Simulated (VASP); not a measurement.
The system is HfO2.

```
Hf O
1.0
     5.08032    0.00000    0.00000
     0.00000    5.16487    0.00000
     0.00000    0.00000    4.89088
Hf O
4 8
Cartesian
  1.1308 4.0379 1.3307
  3.6710 3.7094 3.5602
  3.9495 1.1270 1.3307
  1.4093 1.4555 3.5602
  0.9491 0.8452 0.5113
  3.4892 1.7372 4.3796
  4.1312 4.3196 0.5113
  1.5911 3.4277 4.3796
  0.0000 2.5824 2.3919
  2.5402 0.0000 2.4990
  0.0000 0.0000 2.8153
  2.5402 2.5824 2.0756
```

The cell comes from a database or a generator and needn't be the stable form of this composition.

Base run:

* Program: VASP 6.6.1
* Functional: PBE
* Potentials or basis: VASP PAW PBE potentials, release 64 (Hf_pv, O)
* Cutoff: 520 eV
* k mesh: 4 × 4 × 5
* Occupations: gaussian, width 0.02 eV
* Spin: no spin polarisation

Its results: band gap on the k mesh 3.91 eV, direct.

Task: The run is repeated on the same cell with these changes: k mesh from 4 × 4 × 5 to 3 × 3 × 4; further incar settings from ALGO = Normal; EDIFF = 1e-06 to ALGO = Normal; EDIFF = 1e-08. What comes out?

Result: Band gap on the k mesh 3.82 eV, direct.

Caveats: spin-orbit coupling is left out, which moves the levels of the heavy elements; an odd mesh through Γ misses points on the zone boundary, where band edges often lie.
